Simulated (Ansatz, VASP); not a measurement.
# Two plane-wave programs on Zn

```xyz
1
Lattice="0.0000 1.9906 1.9906 1.9906 0.0000 1.9906 1.9906 1.9906 0.0000" Properties=species:S:1:pos:R:3 pbc="T T T"
Zn    0.0000    0.0000    0.0000
```

Change from the starting cell: volume scaled by 1.04.

Alike in both runs: task single point; functional PBE; k mesh 12 × 12 × 12; occupations fermi-dirac, width 0.05 eV; no spin polarisation.

|  | VASP | Ansatz |
| --- | --- | --- |
| version | VASP 6.6.1 | Ansatz 0.2.0 |
| potentials or method | VASP PAW PBE potentials, release 64 (Zn) | Ansatz PAW |
| plane-wave cutoff (eV) | 520 | 420 |
| valence electrons in the cell | 12 | 12 |

Ansatz gave:

```
gap on the k mesh at the Fermi level (eV) : none
pressure (GPa)                            : -2.5
```

Task: Estimate VASP's values.

Result: gap on the k mesh at the Fermi level (eV): none; pressure (GPa): -2.3.

A gap of «none» marks a metal or a gap that the smearing closes.
